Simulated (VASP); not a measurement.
# TiTe2 (P4/mmm) in VASP: notebook

Aim: see how the results for TiTe2 move with the level of theory and the settings. Levels: PBEsol+D4, PBEsol+rVV10, PBEsol. Tasks: relaxation of cell and atoms.

Everything below comes from runs of VASP 6.6.1. Logs are shortened: lines on timing, memory, paths and dates and some standing lists are left out, and cuts for length are marked.

### Step 1. The structure

It takes space group P4/mmm (No. 123, tetragonal). The conventional cell has a = 3.026 Å, b = 3.026 Å, c = 9.302 Å, α = 90.00°, β = 90.00°, γ = 90.00°. Around Ti (site symmetry 4/mmm) lie 2 Te at 2.74 Å and 4 Ti at 3.03 Å. Around Te (site symmetry 4mm) lie 1 Ti at 2.74 Å and 4 Te at 3.03 Å.

The cell was built by a generator and needn't be a form met in nature.

### Step 2. Relaxation of cell and atoms, PBEsol+D4

Input file INCAR:

```
SYSTEM = TiTe2
PREC = Accurate ; ENCUT = 600
EDIFF = 1E-7 ; ISMEAR = -1
SIGMA = 0.05 ; LREAL = .FALSE.
LASPH = .TRUE. ; NELM = 60
ALGO = Normal ; ISIF = 3
LWAVE = .FALSE. ; LCHARG = .FALSE.
GGA = PS ; IVDW = 13
IBRION = 2 ; NSW = 60
EDIFFG = -0.01
```

Input file KPOINTS:

```
Automatic mesh
0
G
  9 9 3
  0 0 0
```

Input file POSCAR:

```
TiTe2
1.0
    3.0255700000      0.0000000000      0.0000000000
    0.0000000000      3.0255700000      0.0000000000
    0.0000000000      0.0000000000      9.3016300000
Ti Te
1 2
Direct
    0.0000000000      0.0000000000      0.0000000000
    0.0000000000      0.0000000000      0.2943100000
    0.0000000000      0.0000000000      0.7056900000
```

Potentials or basis: VASP PAW PBE potentials, release 64 (Ti_sv, Te).

Run with:

```sh
$ cat potpaw_PBE.64/Ti_sv/POTCAR potpaw_PBE.64/Te/POTCAR > POTCAR
$ mpirun -np 1 vasp_std > vasp.out
```

OUTCAR:

```text
SYSTEM = TiTe2
   PREC = Accurate
   ENCUT = 600
   EDIFF = 1E-7
   ISMEAR = -1
   LREAL = .FALSE.
   LASPH = .TRUE.
   NELM = 60
   ISIF = 3
   GGA = PS
   IVDW = 13
   IBRION = 2
   NSW = 60
   EDIFFG = -0.01

 ion  position               nearest neighbor table
   1  0.000  0.000  0.000-   2 2.74   3 2.74
   2  0.000  0.000  0.294-   1 2.74
   3  0.000  0.000  0.706-   1 2.74

  LATTYP: Found a simple tetragonal cell.
 ALAT       =     3.0255700000
 C/A-ratio  =     3.0743397112

  Lattice vectors:

 A1 = (   3.0255700000,   0.0000000000,   0.0000000000)
 A2 = (   0.0000000000,   3.0255700000,   0.0000000000)
 A3 = (   0.0000000000,   0.0000000000,   9.3016300000)

Analysis of symmetry for initial positions (statically):
=====================================================================
 Subroutine PRICEL returns:
 Original cell was already a primitive cell.

 Routine SETGRP: Setting up the symmetry group for a
 simple tetragonal supercell.

 Subroutine GETGRP returns: Found 16 space group operations
 (whereof 16 operations were pure point group operations)
 out of a pool of 16 trial point group operations.

The static configuration has the point symmetry D_4h.

Analysis of symmetry for dynamics (positions and initial velocities):
=====================================================================
 Subroutine PRICEL returns:
 Original cell was already a primitive cell.

 Routine SETGRP: Setting up the symmetry group for a
 simple tetragonal supercell.

 Subroutine GETGRP returns: Found 16 space group operations
 (whereof 16 operations were pure point group operations)
 out of a pool of 16 trial point group operations.

The dynamic configuration has the point symmetry D_4h.

 Subroutine INISYM returns: Found 16 space group operations
 (whereof 16 operations are pure point group operations),
 and found     1 'primitive' translations

----------------------------------------------------------------------------------------

                                     Primitive cell

  volume of cell :      85.1478

  direct lattice vectors                    reciprocal lattice vectors
     3.025570000  0.000000000  0.000000000     0.330516233  0.000000000  0.000000000
     0.000000000  3.025570000  0.000000000     0.000000000  0.330516233  0.000000000
     0.000000000  0.000000000  9.301630000     0.000000000  0.000000000  0.107508039

  length of vectors
     3.025570000  3.025570000  9.301630000     0.330516233  0.330516233  0.107508039

  position of ions in fractional coordinates (direct lattice)
     0.000000000  0.000000000  0.000000000
     0.000000000  0.000000000  0.294310000
     0.000000000  0.000000000  0.705690000

  ion indices of the primitive-cell ions
   primitive index   ion index
                 1           1
                 2           2
                 3           3

----------------------------------------------------------------------------------------

 KPOINTS: Automatic mesh

Automatic generation of k-mesh.
 Grid dimensions read from file:
 generate k-points for:    9    9    3

 Generating k-lattice:

  Cartesian coordinates                     Fractional coordinates (reciprocal lattice)
     0.036724026  0.000000000  0.000000000     0.111111111  0.000000000  0.000000000
     0.000000000  0.036724026  0.000000000     0.000000000  0.111111111  0.000000000
     0.000000000  0.000000000  0.035836013     0.000000000  0.000000000  0.333333333

  Length of vectors
     0.036724026  0.036724026  0.035836013

  Shift w.r.t. Gamma in fractional coordinates (k-lattice)
     0.000000000  0.000000000  0.000000000

 Subroutine IBZKPT returns following result:
 ===========================================

 Found     30 irreducible k-points:

 Following reciprocal coordinates:
            Coordinates               Weight
  0.000000  0.000000  0.000000      1.000000
  0.111111  0.000000  0.000000      4.000000
  0.222222  0.000000  0.000000      4.000000
  0.333333  0.000000  0.000000      4.000000
  0.444444  0.000000  0.000000      4.000000
  0.111111  0.111111  0.000000      4.000000
[... 16 lines left out ...]
  0.333333  0.111111  0.333333     16.000000
  0.444444  0.111111  0.333333     16.000000
 [... further k-points ...]
   k-points           NKPTS =     30   k-points in BZ     NKDIM =     30   number of bands    NBANDS=     16
   number of dos      NEDOS =    301   number of ions     NIONS =      3
   total plane-waves  NPLWV =  46080
   dimension x,y,z NGX =    24 NGY =   24 NGZ =   80
   dimension x,y,z NGXF=    48 NGYF=   48 NGZF=  160
   ions per type =               1   2
   NGX,Y,Z   is equivalent  to a cutoff of  13.19, 13.19, 14.30 a.u.
   NGXF,Y,Z  is equivalent  to a cutoff of  26.37, 26.37, 28.60 a.u.
 SYSTEM =  TiTe2
   PREC   = accura    normal or accurate (medium, high low for compatibility)
   ISTART =      0    job   : 0-new  1-cont  2-samecut
   ICHARG =      2    charge: 1-file 2-atom 10-const
   ISPIN  =      1    spin polarized calculation?
   LNONCOLLINEAR =      F non collinear calculations
   LSORBIT =      F    spin-orbit coupling
   LASPH  =      T    aspherical Exc in radial PAW
   ENCUT  =  600.0 eV  44.10 Ry    6.64 a.u.   6.04  6.04 18.58*2*pi/ulx,y,z
   NELM   =     60;   NELMIN=  2; NELMDL= -5     # of ELM steps
   EDIFF  = 0.1E-06   stopping-criterion for ELM
   LREAL  =      F    real-space projection
   EDIFFG = -.1E-01   stopping-criterion for IOM
   NSW    =     60    number of steps for IOM
   IBRION =      2    ionic relax: 0-MD 1-quasi-New 2-CG
   NFREE  =      1    steps in history (QN), initial steepest desc. (CG)
   ISIF   =      3    stress and relaxation
   ISYM   =      2    0-nonsym 1-usesym 2-fastsym
   POTIM  = 0.5000    time-step for ionic-motion
   TEBEG  =    0.0;   TEEND  =   0.0 temperature during run
   PSTRESS=    0.0 pullay stress
   NELECT =      24.0000    total number of electrons
   NUPDOWN=      -1.0000    fix difference up-down
   EMIN   =  10.00;   EMAX   =-10.00  energy-range for DOS
   EFERMI =   0.00;   METHOD = LEGACY
   ISMEAR =    -1;   SIGMA  =   0.05  broadening in eV -4-tet -1-fermi 0-gaus
   EFERMI_NEDOS =   21; number of points for ismear=-14 and -15
   IALGO  =     38    algorithm
   IMIX   =      4    mixing-type and parameters
     AMIX     =   0.40;   BMIX     =  1.00
     AMIX_MAG =   1.60;   BMIX_MAG =  1.00
  volume/ion in A,a.u.               =      28.38       191.54
  Fermi-wavevector in a.u.,A,eV,Ry     =   1.073381  2.028397 15.675922  1.152148
  Thomas-Fermi vector in A             =   2.209179
   LORBIT       =      0    0 simple, 1 ext, 2 COOP (PROOUT), +10 PAW based schemes
   GGA     = PS    functional components
   LHFCALC =     F    Hartree Fock is set to
   AEXX    =    0.0000 exact exchange contribution
   IVDW    =    13    specifies the selected vdW correction
   LEPSILON=     F    determine dielectric tensor
   LRPA    =     F    only Hartree local field effects (RPA)
 conjugate gradient relaxation of ions
 non-spin polarized calculation
  energy-cutoff  :      600.00
  volume of cell :       85.15
 maximum number of plane-waves:      2867
   NGX = 13   NGY = 13   NGZ = 37

--------------------------------------- Ionic step        1  -------------------------------------------

 number of electron      24.0000003 magnetization

 Free energy of the ion-electron system (eV)
  ---------------------------------------------------
  ext. energy  EPLUGINS =         0.00000000
  ---------------------------------------------------
  free energy    TOTEN  =       -14.67999923 eV

  energy without entropy =      -14.65314653  energy(sigma->0) =      -14.66657288

------------------------ aborting loop because EDIFF is reached ----------------------------------------

  DFT-D4 for vdW energy calculation

  Edisp (eV):   -0.66629

  FORCE on cell =-STRESS in cart. coord.  units (eV):
  Direction    XX          YY          ZZ          XY          YZ          ZX
  --------------------------------------------------------------------------------------
  -------------------------------------------------------------------------------------
  Total      -0.42412    -0.42412    -0.75196     0.00000    -0.00000    -0.00000
  in kB      -7.98039    -7.98039   -14.14924     0.00000    -0.00000    -0.00000
  external pressure =      -10.04 kB  Pullay stress =        0.00 kB
[... 100 lines left out ...]
  FREE ENERGIE OF THE ION-ELECTRON SYSTEM (eV)
  ---------------------------------------------------
  free  energy   TOTEN  =       -15.3510784692 eV

  energy  without entropy=      -15.3244062173  energy(sigma->0) =      -15.33774234

[... ionic steps 4 to 7 ...]

--------------------------------------- Ionic step        8  -------------------------------------------

 number of electron      23.9999999 magnetization

------------------------ aborting loop because EDIFF is reached ----------------------------------------

  DFT-D4 for vdW energy calculation

  Edisp (eV):   -0.67768
[... 71 lines left out ...]
  energy  without entropy=      -15.3244728741  energy(sigma->0) =      -15.33780475

--------------------------------------- Ionic step       10  -------------------------------------------

 number of electron      23.9999999 magnetization

 Free energy of the ion-electron system (eV)
  ---------------------------------------------------
  ext. energy  EPLUGINS =         0.00000000
  ---------------------------------------------------
  free energy    TOTEN  =       -14.67338094 eV

  energy without entropy =      -14.64672682  energy(sigma->0) =      -14.66005388

 E-fermi :   6.8167     XC(G=0):  -9.8043

 val. band max:        6.8134071915   @ k =   0.2222   0.1111   0.0000
 cond. band min:       6.8499906484   @ k =   0.4444   0.2222   0.0000
 fundamental gap:      0.0365834569
 Fermi energy:         6.8167488162

 k-point     1 :       0.0000    0.0000    0.0000
  band No.  band energies     occupation
      1     -50.1135      2.00000
      2     -26.5265      2.00000
      3     -26.3137      2.00000
      4     -26.3137      2.00000
      5      -7.1072      2.00000
      6      -6.7710      2.00000
[... 8 lines left out ...]
     15       9.2860      0.00000
     16       9.2860      0.00000
[... 420 lines left out ...]
  band No.  band energies     occupation
      1     -50.0847      2.00000
      2     -26.5531      2.00000
      3     -26.4964      2.00000
      4     -26.3219      2.00000
      5      -4.5859      2.00000
      6      -4.3832      2.00000
[... 8 lines left out ...]
     15       8.5431      0.00000
     16       9.5508      0.00000

 [... further k-points ...]

------------------------ aborting loop because EDIFF is reached ----------------------------------------

  DFT-D4 for vdW energy calculation

  Edisp (eV):   -0.67777

  FORCE on cell =-STRESS in cart. coord.  units (eV):
  Direction    XX          YY          ZZ          XY          YZ          ZX
  --------------------------------------------------------------------------------------
  -------------------------------------------------------------------------------------
  Total       0.01599     0.01599     0.01716     0.00000     0.00000     0.00000
  in kB       0.30617     0.30617     0.32854     0.00000     0.00000     0.00000
  external pressure =        0.31 kB  Pullay stress =        0.00 kB
[... 18 lines left out ...]
  FREE ENERGIE OF THE ION-ELECTRON SYSTEM (eV)
  ---------------------------------------------------
  free  energy   TOTEN  =       -15.3511558519 eV

  energy  without entropy=      -15.3245017351  energy(sigma->0) =      -15.33782879

 reached required accuracy - stopping structural energy minimisation
```

Wall time 2.6 min (1 thread of Intel Xeon 6975P-C (Granite Rapids), shared host); peak memory 0.24 GiB.

Results:

```yaml
Free_energy: -15.3512 eV
Relaxed_volume: 27.89 Å³/atom
Relaxed_cell: a = 3.011 Å, b = 3.011 Å, c = 9.227 Å, α = 90.00°, β = 90.00°, γ = 90.00°
Space_group_after_relaxing_to_0.05_Å: P4/mmm (No. 123)
Energy_gained_by_relaxing: 1.6 meV/atom
Ionic_steps: 10
Pressure_after_relaxing: 0.0 GPa
Largest_force_after_relaxing: 0.009 eV/Å
Band_gap_on_the_k_mesh: none (metal or under the smearing width)
Dispersion_energy_per_atom: -0.226 eV
```

Forces in eV/Å, atoms in the order of the input:
```
Ti   0.000  0.000  0.000
Te   0.000  0.000  0.009
Te   0.000  0.000 -0.009
```

The path:
| step | energy change (eV) | largest force (eV/Å) | pressure (GPa) | volume (Å³) |
| --- | --- | --- | --- | --- |
| 1 | 0.0000 | 0.1042 | -1.00 | 85.15 |
| 2 | -0.0024 | 0.1092 | 0.70 | 82.97 |
| 3 | -0.0048 | 0.0188 | -0.03 | 83.86 |
| 4 | -0.0048 | 0.0163 | -0.04 | 83.88 |
| 5 | -0.0048 | 0.0076 | -0.01 | 83.81 |
| 6 | -0.0048 | 0.0087 | -0.02 | 83.82 |
| 7 | -0.0048 | 0.0102 | 0.01 | 83.77 |
| 8 | -0.0048 | 0.0127 | 0.05 | 83.69 |
| 9 | -0.0048 | 0.0116 | 0.05 | 83.68 |
| 10 | -0.0049 | 0.0086 | 0.03 | 83.68 |

Final structure:
```
CELL_PARAMETERS angstrom
3.01148 0.00000 0.00000
0.00000 3.01148 0.00000
0.00000 0.00000 9.22656
ATOMIC_POSITIONS crystal
Ti 0.00000 0.00000 0.00000
Te 0.00000 0.00000 0.29440
Te 0.00000 0.00000 0.70560
```

Caveat: the PAW data sets were made with another functional, which shifts forces and pressure a little. The run has no spin-orbit coupling, so splittings on Te are missing.

### Step 3. Relaxation of cell and atoms, PBEsol+rVV10

Edit INCAR of step 2 so:

```diff
@@ -7,4 +7,5 @@
 LWAVE = .FALSE. ; LCHARG = .FALSE.
-GGA = PS ; IVDW = 13
-IBRION = 2 ; NSW = 60
-EDIFFG = -0.01
+GGA = PS ; LUSE_VDW = .TRUE.
+IVDW_NL = 2 ; BPARAM = 20.0
+CPARAM = 0.0093 ; IBRION = 2
+NSW = 60 ; EDIFFG = -0.01
```

KPOINTS is that of step 2.

POSCAR is that of step 2.

Potentials or basis: VASP PAW PBE potentials, release 64 (Ti_sv, Te).

Run with:

```sh
$ cat potpaw_PBE.64/Ti_sv/POTCAR potpaw_PBE.64/Te/POTCAR > POTCAR
$ mpirun -np 1 vasp_std > vasp.out
```

Run time: 8.7 min. Hardware: 1 thread of Intel Xeon 6975P-C (Granite Rapids), shared host; peak memory 0.41 GiB.

The run converged. Its results:

```yaml
Free_energy: -14.3947 eV
Relaxed_volume: 28.54 Å³/atom
Relaxed_cell: a = 3.028 Å, b = 3.028 Å, c = 9.340 Å, α = 90.00°, β = 90.00°, γ = 90.00°
Space_group_after_relaxing_to_0.05_Å: P4/mmm (No. 123)
Energy_gained_by_relaxing: 0.5 meV/atom
Ionic_steps: 11
Pressure_after_relaxing: 0.0 GPa
Band_gap_on_the_k_mesh: none (metal or under the smearing width)
```

Step by step:
| step | energy change (eV) | largest force (eV/Å) | pressure (GPa) | volume (Å³) |
| --- | --- | --- | --- | --- |
| 1 | 0.0000 | 0.0893 | -0.11 | 85.15 |
| 2 | -0.0005 | 0.0044 | 0.15 | 84.90 |
| 3 | -0.0007 | 0.0346 | 0.06 | 84.99 |
| 4 | -0.0008 | 0.0313 | 0.03 | 85.08 |
| 5 | -0.0012 | 0.0229 | -0.05 | 85.35 |
| 6 | -0.0014 | 0.0076 | -0.21 | 85.90 |
| 7 | -0.0014 | 0.0123 | -0.16 | 85.72 |
| 8 | -0.0015 | 0.0089 | -0.11 | 85.69 |
| 9 | -0.0016 | 0.0040 | -0.04 | 85.65 |
| 10 | -0.0016 | 0.0058 | 0.10 | 85.58 |
| 11 | -0.0016 | 0.0003 | 0.01 | 85.63 |

Final structure:
```xyz
3
Lattice="3.0277 0.0000 0.0000 0.0000 3.0277 0.0000 0.0000 0.0000 9.3405" Properties=species:S:1:pos:R:3 pbc="T T T"
Ti    0.0000    0.0000    0.0000
Te    0.0000    0.0000    2.7248
Te    0.0000    0.0000    6.6157
```

Levels at points of the mesh, in eV from the Fermi level:
```
           k point  band 9  band 10  band 11  band 12  band 13  band 14  band 15  band 16
(0.00, 0.00, 0.00)   -2.23    -0.66     1.16     1.16     1.59     2.33     2.44     2.44
```

Caveat: the PAW data sets were made with another functional, which shifts forces and pressure a little. Spin-orbit coupling is left out, which matters for the levels of Te.

### Step 4. Relaxation of cell and atoms, PBEsol

Input file INCAR:

```
SYSTEM = TiTe2
  ALGO = Normal
  EDIFF = 1E-4
  EDIFFG = -0.01
  ENCUT = 200
  GGA = PS
  IBRION = 2
  ISIF = 3
  ISMEAR = -1
  LASPH = .True.
  LCHARG = .False.
  LREAL = .False.
  LWAVE = .False.
  NELM = 60
  NSW = 60
  PREC = Accurate
  SIGMA = 0.05
```

Input file KPOINTS:

```
k-points
0
Gamma
  3 3 1
  0 0 0
```

POSCAR is that of step 3.

Run with:

```sh
$ cat potpaw_PBE.64/Ti_sv/POTCAR potpaw_PBE.64/Te/POTCAR > POTCAR
$ mpirun -np 1 vasp_std > vasp.out
```

It took 47 s on 1 thread of Intel Xeon 6975P-C (Granite Rapids), shared host; peak memory 0.12 GiB.

The run converged, but a check on its numbers failed (symmetry, net force, bounds or a known fault of this set-up), so they aren't taken as properties of the crystal.

Caveat: the k mesh is coarse (spacing up to 0.69 Å⁻¹), so the values aren't converged; the cutoff lies under the usual one of these potentials, so the numbers hold a large basis-set error; the PAW data sets were made with another functional, which shifts forces and pressure a little; this functional lacks dispersion, which binds the layers, so the pressure and a relaxed spacing across them are unreliable.
